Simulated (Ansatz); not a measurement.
Input of an Ansatz 0.2.0 run:

File input.yaml:

```yaml
crystal:
  lattice:
    - [3.724, 0.0, 0.0]
    - [-1.862, 3.2250786037, 0.0]
    - [0.0, 0.0, 5.062]
  atoms:
    - { symbol: Pt, position: [0.0, 0.0, 0.0] }
    - { symbol: Se, position: [0.6666666667, 0.3333333333, 0.75] }
    - { symbol: Se, position: [0.3333333333, 0.6666666667, 0.25] }
hamiltonian:
  xc: pbe
  pseudopotentials: { kind: paw }
kpoints:
  mp_grid: { grid: [8, 8, 5] }
scf:
  occupations: { method: gaussian, width: 0.029 }
output:
  forces: true
  stress: true
  eigenvalues: true
  write_density: true
  write_potential: true
  elf: true
  volumetric_format: npy
```

Potentials or basis: Ansatz PAW.

Run with:

```bash
$ ansatz run input.yaml --threads 2 --pin off --max-ram 5632MiB --backend cpu --events-out ev --progress --plain --runs-dir out
```

What does it give for the pressure?

7.3 GPa.

What does it give for the band gap on the k mesh?

None (metal or under the smearing width).

Stress tensor (GPa, compression positive):
```
7.90 0.00 0.00
0.00 7.90 0.00
0.00 0.00 6.17
```

Spin-orbit coupling is left out, which matters for the levels of Pt.
